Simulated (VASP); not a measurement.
Write the native input for VASP 6.6.1 that does the following.

```yaml
Task: band structure
Functional: LDA
Potentials_or_basis: VASP PAW LDA potentials, release 64 (Ta_pv, N)
Cutoff: 520 eV
k_mesh: 10 × 10 × 5
Occupations: fermi-dirac, width 0.05 eV
Spin: no spin polarisation
Further_INCAR_settings: ALGO = Normal; EDIFF = 1e-07
```

Crystal: TaN.

```
Ta N
1.0
     2.92177    0.00000    0.00000
    -1.46088    2.53033    0.00000
     0.00000    0.00000    5.91652
Ta N
2 2
Cartesian
  0.0000 0.0000 2.9583
  0.0000 0.0000 0.0000
  0.0000 1.6869 1.4791
  1.4609 0.8434 4.4374
```

The cell comes from a database or a generator and needn't be the stable form of this composition.

These files were run (other wordings do the same):

POSCAR

```
TaN
1.0
    2.9217699809      0.0000000000      0.0000000000
   -1.4608849905      2.5303270275      0.0000000000
    0.0000000000      0.0000000000      5.9165150000
Ta N
2 2
Direct
    0.0000000000      0.0000000000      0.5000000000
    0.0000000000      0.0000000000      0.0000000000
    0.3333333333      0.6666666667      0.2500000000
    0.6666666667      0.3333333333      0.7500000000
```

INCAR.step1

```
SYSTEM = TaN
ALGO = Normal ; EDIFF = 1E-7
ENCUT = 520 ; GGA = CA
ISIF = 2 ; ISMEAR = -1
LASPH = .True. ; LCHARG = .True.
LMAXMIX = 4 ; LREAL = .False.
LWAVE = .False. ; NELM = 80
PREC = Accurate ; SIGMA = 0.05
```

KPOINTS.step1

```
k-points
0
Gamma
  10 10 5
  0 0 0
```

INCAR.step2

```
SYSTEM = TaN
ALGO = Normal ; EDIFF = 1E-7
ENCUT = 520 ; GGA = CA
ICHARG = 11 ; ISIF = 2
ISMEAR = 0 ; LASPH = .True.
LCHARG = .False. ; LMAXMIX = 4
LREAL = .False. ; LWAVE = .False.
NELM = 80 ; PREC = Accurate
SIGMA = 0.05
```

KPOINTS.step2

```
path GMKGALHA,LM,KH
20
line-mode
reciprocal
 0.0000000000  0.0000000000  0.0000000000  G
 0.5000000000  0.0000000000  0.0000000000  M

 0.5000000000  0.0000000000  0.0000000000  M
 0.3333333333  0.3333333333  0.0000000000  K

 0.3333333333  0.3333333333  0.0000000000  K
 0.0000000000  0.0000000000  0.0000000000  G

 0.0000000000  0.0000000000  0.0000000000  G
 0.0000000000  0.0000000000  0.5000000000  A

 0.0000000000  0.0000000000  0.5000000000  A
 0.5000000000  0.0000000000  0.5000000000  L

 0.5000000000  0.0000000000  0.5000000000  L
 0.3333333333  0.3333333333  0.5000000000  H

 0.3333333333  0.3333333333  0.5000000000  H
 0.0000000000  0.0000000000  0.5000000000  A

 0.5000000000  0.0000000000  0.5000000000  L
 0.5000000000  0.0000000000  0.0000000000  M

 0.3333333333  0.3333333333  0.0000000000  K
 0.3333333333  0.3333333333  0.5000000000  H
```

Potentials or basis: VASP PAW LDA potentials, release 64 (Ta_pv, N).

Command:

```bash
$ cat potpaw_LDA.64/Ta_pv/POTCAR potpaw_LDA.64/N/POTCAR > POTCAR
$ cp INCAR.step1 INCAR
$ cp KPOINTS.step1 KPOINTS
$ mpirun -np 1 vasp_std > vasp.out
$ cp INCAR.step2 INCAR
$ cp KPOINTS.step2 KPOINTS
$ mpirun -np 1 vasp_std > vasp.out
```

It gave:

* Band gap along the path: none (metal or under the smearing width)

Caveat: the log is that of the step along the path at fixed density, whose energy, stress, charges and moments have no meaning; spin-orbit coupling is left out, which moves the levels of the heavy elements.

It took 45 s on 1 thread of Intel(R) Xeon(R) 6975P-C (Granite Rapids), with other jobs on the host, peak memory 0.25 GiB.
